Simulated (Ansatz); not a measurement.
input.yaml (Ansatz)

```yaml
crystal:
  lattice:
    - [2.8005738573, 0.0, 0.0]
    - [-1.4002869286, 2.4253681056, 0.0]
    - [0.0, 0.0, 9.1324808174]
  atoms:
    - { symbol: Rh, position: [0.0, 1.0, 0.0] }
    - { symbol: Rh, position: [0.0, 1.0, 0.5] }
    - { symbol: Rh, position: [0.3333333333, 0.6666666667, 0.25] }
    - { symbol: Rh, position: [0.6666666667, 0.3333333333, 0.75] }
hamiltonian:
  xc: rpbe
  pseudopotentials:
    kind: paw
    azcp:
      Rh: "pseudopotentials/Rh.paw.azcp"
basis:
  ecutwfc: 420
  fft_grid_basis: typed
kpoints:
  mp_grid: { grid: [15, 15, 4], shift: [0, 0, 0] }
magnetization:
  spin_polarized: false
scf:
  occupations: { method: fermi_dirac, width: 0.1 }
  lower_state_search: "off"
output:
  stress: true
```

Terminal output

```
Engine: ansatz 0.2.0, aarch64-unknown-linux-gnu
Pseudopotentials: kind: paw
Pseudopotential: Rh, paw, valence charge 17, recommended cutoff 420 eV (normal) 
Functional definition: RPBE
  parameter kappa = 0.804
  parameter beta = 0.06672455060314922
  exchange = rpbe_x(kappa = kappa, mu = beta*pi^2/3)
  correlation = pbe_c(beta = beta)
Crystal: 4 atoms, lattice volume = 62.032 Å³
Basis set: ecut = 420 eV, 1207 PW (Γ)
Bands: 41, of which v1, the nominal top of the filled ones, is band 34 counted from 1 (33 counted from 0)
Symmetry: 24 space group operations
Space group: P63/mmc (ITA 194), of the structure as read, at distance tolerance 4.0e-5 Å
k-points: 81 of 900
Non-local potential: Rh, projectors of the file, l = 0: 3, l = 1: 2, l = 2: 2, l = 3: 1
PAW form: soft (Blöchl's): semilocal exchange-correlation on the pseudo side does not see the compensation charge
PAW frozen core: Rh, regenerated for the run's functional, and the local potential with it (the file was generated under x = pbe(κ = 0.804, μ = 0.2195149727645171), c = pbe(β = 0.06672455060314922))
PAW one-centre angular grid: Rh, 590 points (default); XC on 64 Gauss nodes
Initial density: superposition of atomic densities (neutral atoms: chi_scale 0, normalization atom), corrected by the library's trained network
Initial wavefunctions: pseudopotential atomic-orbital guess
Functional: x = rpbe, c = pbe(β = 0.06672455060314922)
SCF iter   1: F=—  HF=-25641.290251 eV  |F-HF|=—  |Δ(HF+E_count)|=         —  Δρ=6.59e-3  dr2=1.17e-2  ethr=1.77e-3  ⟨swp⟩=5.4  Hψ=10391  notcnv=0  defer=7
SCF iter   2: F=—  HF=-25641.290527 eV  |F-HF|=—  |Δ(HF+E_count)|=   2.77e-4  Δρ=3.26e-3  dr2=2.08e-3  ethr=1.72e-5  ⟨swp⟩=2.0  Hψ=5362  notcnv=0  defer=9
SCF iter   3: F=—  HF=-25641.290840 eV  |F-HF|=—  |Δ(HF+E_count)|=   3.13e-4  Δρ=7.06e-4  dr2=9.24e-5  ethr=3.06e-6  ⟨swp⟩=2.1  Hψ=4780  notcnv=0  defer=9
SCF iter   4: F=—  HF=-25641.290936 eV  |F-HF|=—  |Δ(HF+E_count)|=   9.57e-5  Δρ=9.20e-5  dr2=2.26e-6  ethr=1.36e-7  ⟨swp⟩=2.0  Hψ=4679  notcnv=0  defer=9
SCF iter   5: F=—  HF=-25641.290937 eV  |F-HF|=—  |Δ(HF+E_count)|=   3.92e-7  Δρ=2.40e-5  dr2=3.18e-7  ethr=3.32e-9  ⟨swp⟩=2.1  Hψ=5979  notcnv=0  defer=9
SCF iter   6: F=-25641.290936 eV  HF=-25641.290936 eV  |F-HF|=4.73e-10  |Δ(HF+E_count)|=   4.14e-8  Δρ=5.05e-6  dr2=1.27e-8  ethr=1.47e-10  ⟨swp⟩=4.0  Hψ=10824  notcnv=0
SCF 1 converged in 6 iterations: F = -25641.290936 eV  dr2 = 1.27e-8
SCF converged after 6 iterations
Free energy (F): -25641.290936 eV
Harris-Foulkes:  -25641.290936 eV  (|F-HF|=4.73e-10)
Internal energy: -25641.052153 eV  (E = F + TS)
E sigma→0 (E₀):  -25641.171545 eV
Entropy (-TS):   -0.238783 eV (-59.696 meV/atom)
Fermi energy:    19.241318 eV
--- Per-component energies (eV) ---
  E_band       = -526.420084
  E_kinetic    = 2280.522252
  E_local      = -6840.731079  (includes V_loc(G=0)·N_el)
  E_nonlocal   = 1416.262546
  E_hartree    = 2403.016967
  E_xc         = -883.096985
  E_vxc        = -1106.537327  (∫ρ·V_xc dr)
  E_paw        = -14377.008732  (= ΣΔE_a)
  E_vpaw       = -1081.974288  (= ΣTr[D̂ρ^β])
  E_aug_tail   = 0.003815  (compensation charges beyond the density's cutoff)
  E_ewald      = -9639.604494
  E_core_change = -0.416443  (= ΣΔE_core)
  E_smearing   = -0.238783  (= −TS)
  E_closure    = 0.000000  (closes the sum)
  Σ components = -25641.290936   (vs F -25641.290936, Δ=0.00e0)
--- Stress (GPa, compression-positive) ---
      -14.629231       0.000000       0.000000
        0.000000     -14.629231       0.000000
        0.000000       0.000000     -14.816563
  P = ⅓ Tr σ = -14.6917 GPa (-146.917 kbar)
```
